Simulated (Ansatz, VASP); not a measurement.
One calculation of P, two programs

```
P
1.0
     3.16306    0.00000    0.00000
    -1.58153    2.73929    0.00000
     0.00000    0.00000    3.10411
P
2
Direct
  0.33333 0.66667 0.25000
  0.66667 0.33333 0.75000
```

Alike in both runs: task single point; functional revPBE; k mesh 12 × 12 × 11; occupations fermi-dirac, width 0.1 eV; no spin polarisation.

|  | VASP | Ansatz |
| --- | --- | --- |
| version | VASP 6.6.1 | Ansatz 0.2.0 |
| potentials or method | VASP PAW PBE potentials, release 64 (P) | plane waves (420 eV) with PAW, scalar-relativistic |
| plane-wave cutoff (eV) | 520 | 420 |
| valence electrons in the cell | 10 | 10 |

VASP gave:

| Property | Result |
| --- | --- |
| pressure (GPa) | 14.2 |
| largest component of the traceless stress (GPa) | 2.39 |

Problem. Estimate Ansatz's values.

Solution. Pressure (GPa): 15.0; largest component of the traceless stress (GPa): 2.54.

With one functional, cell and mesh, what is left measures potentials, basis and numerics.

Caveats: the PAW data sets were made with another functional, which shifts forces and pressure a little (VASP).
